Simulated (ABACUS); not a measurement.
Runs of ABACUS 3.10.1 on SnSe2. Symmetry: P-3m1, No. 164, trigonal system. Conventional cell: a = 3.811 Å, b = 3.811 Å, c = 6.136 Å, α = 90.00°, β = 90.00°, γ = 120.00°. Sn (site symmetry -3m) has 6 Se at 2.68 Å as nearest neighbours. Around Se (site symmetry 3m) lie 3 Sn at 2.68 Å. 

```csv
task,level,potentials or basis,cell,k mesh,cutoff (eV),radial cutoff of the potentials (pseudo_rcut),SCF threshold on the density,eigensolver,symmetry key,threshold of the eigensolver,mesh quality,gap on the mesh (eV),pressure (GPa),V0 of scaled cells (Å³/atom),B0 (GPa),largest force (eV/Å)
single point,PBE,"Ansatz NC PBE, TZDP LCAO (the cutoffs set its grid)",as given,7 × 7 × 4,1361,10 bohr,1e-07,genelpa,1,-,not flagged,0.77,(b),-,-,0.94
equation of state,r2SCAN,"SG15 ONCV 1.2 PBE, plane waves",as given,5 × 5 × 3,1374,7 bohr,1e-08,dav,1,-,coarse,-,-,27.09,67,-
single point,PBE,"GBRV ultrasoft 1.5 PBE, plane waves",as given,6 × 6 × 4,544,10 bohr,1e-08,dav,1,-,not flagged,0.81,5.6,-,-,(d)
equation of state,LDA,"PseudoDojo NC SR 0.4.1 LDA standard, plane waves",as given,6 × 6 × 4,1184,10 bohr,1e-08,dav,1,-,not flagged,-,-,26.08,69,-
single point,rPW86PBE,"Ansatz NC PBE, plane waves",as given,6 × 6 × 4,1184,10 bohr,1e-08,dav,1,-,not flagged,0.81,8.7,-,-,1.08
equation of state,PBEsol,"PseudoDojo NC SR 0.4.1 PBEsol standard, plane waves",as given,8 × 8 × 5,1184,7 bohr,1e-08,dav,1,-,not flagged,-,-,(c),(a),-
relaxation of cell and atoms,PBE,"Ansatz NC PBE, TZDP LCAO (the cutoffs set its grid)",relaxed,7 × 7 × 5,1361,10 bohr,1e-07,genelpa,1,-,not flagged,-,0.0,-,-,-
```

Alike in all rows: no spin polarisation; smearing fermi-dirac 0.05 eV.

Question: Fill in the values left out.

Answer: (a) 65; (b) 6.0; (c) 26.74; (d) 0.79.

Caveats: some runs use coarse meshes; this functional lacks dispersion, which binds the layers, so the pressure and a relaxed spacing across them are unreliable (some runs); spin-orbit coupling is left out, which moves the levels of the heavy elements (some runs); the cell was scaled at fixed shape and fractional positions, which overstates the stiffness of a crystal with free parameters, most of all of layers and chains (some runs); the atomic orbitals were generated for these runs and aren't a published set (some runs); the basis of atomic orbitals isn't converged, which shifts pressures, moduli and gaps (some runs); the potentials were made for another functional, which shifts forces and pressure (some runs); an odd mesh through Γ misses points on the zone boundary, where band edges often lie (some runs).

A k mesh can miss the band edges, and the runs leave out spin-orbit coupling on Se, Sn.

Not every run made on this cell is shown here.
